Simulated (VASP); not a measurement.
**Hf: work function with PBE**

The system is Hf, a sheet with vacuum.

```
Hf
1.0
     2.77876    0.00000    0.00000
     0.00000    2.77876    0.00000
     0.00000    0.00000   23.80000
Hf
1
Cartesian
  0.0000 0.0000 7.0001
```

The cell was built by a generator and needn't be a form met in nature.

```yaml
Program: VASP 6.6.1
Task: work function
Functional: PBE
Potentials_or_basis: VASP PAW PBE potentials, release 64 (Hf_pv)
Cutoff: 520 eV
k_mesh: 10 × 10 × 1
Occupations: fermi-dirac, width 0.05 eV
Spin: no spin polarisation
Dipole_correction: yes
Further_INCAR_settings: ALGO = Normal; EDIFF = 1e-06; EFIELD = -0.1
```

```yaml
Band_gap_on_the_k_mesh: none (metal or under the smearing width)
Work_function_of_the_upper_face: 4.90 eV
Work_function_of_the_lower_face: 3.66 eV
```

Levels at points of the mesh, in eV from the Fermi level:
| k point | band 1 | band 2 | band 3 | band 4 | band 5 | band 6 | band 7 | band 8 | band 9 |
| --- | --- | --- | --- | --- | --- | --- | --- | --- | --- |
| (0.00, 0.00, 0.00) | -30.98 | -30.01 | -30.01 | -5.23 | -1.55 | -0.34 | 0.24 | 3.71 | 4.27 |
| (0.50, 0.00, 0.00) | -31.35 | -30.82 | -29.88 | -1.77 | -1.28 | 1.62 | 1.73 | 3.50 | 5.16 |
| (0.50, 0.50, 0.00) | -31.16 | -31.16 | -30.67 | -2.89 | 0.42 | 0.42 | 3.29 | 7.14 | 7.14 |

Wall time 38 s on 1 thread of AMD EPYC 9R45 96-Core Processor (Zen 5) (shared host), peak memory 0.28 GiB.

Spin-orbit coupling is left out, which matters for the levels of Hf.
